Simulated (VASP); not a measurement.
Crystal: BaO.

```
CELL_PARAMETERS angstrom
0.00000 2.80661 2.80661
2.80661 0.00000 2.80661
2.80661 2.80661 0.00000
ATOMIC_POSITIONS crystal
Ba 0.00000 0.00000 0.00000
O 0.50000 0.50000 0.50000
```

The cell was built by a generator and needn't be a form met in nature.

Program: VASP 6.6.1. Alike in all runs: potentials or basis VASP PAW PBE potentials, release 64 (Ba_sv, O); no spin polarisation; cell as given; cutoff (eV) 520; smearing gaussian 0.02 eV.

Order these runs on this cell by their band gap on the k mesh, lowest first.
A. level HSE06; k mesh 6 × 6 × 6; grid for exact exchange (PRECFOCK) Fast; screening parameter 0.2 1/A
B. level PBE0; k mesh 6 × 6 × 6; grid for exact exchange (PRECFOCK) Fast; exchange at q = 0 default
C. level PBE; k mesh 8 × 8 × 8
D. level r2SCAN; k mesh 8 × 8 × 8

C (2.10 eV), D (2.44 eV), A (3.40 eV), B (4.11 eV).

Caveats: spin-orbit coupling is left out, which moves the levels of the heavy elements.

A k mesh can miss the band edges.
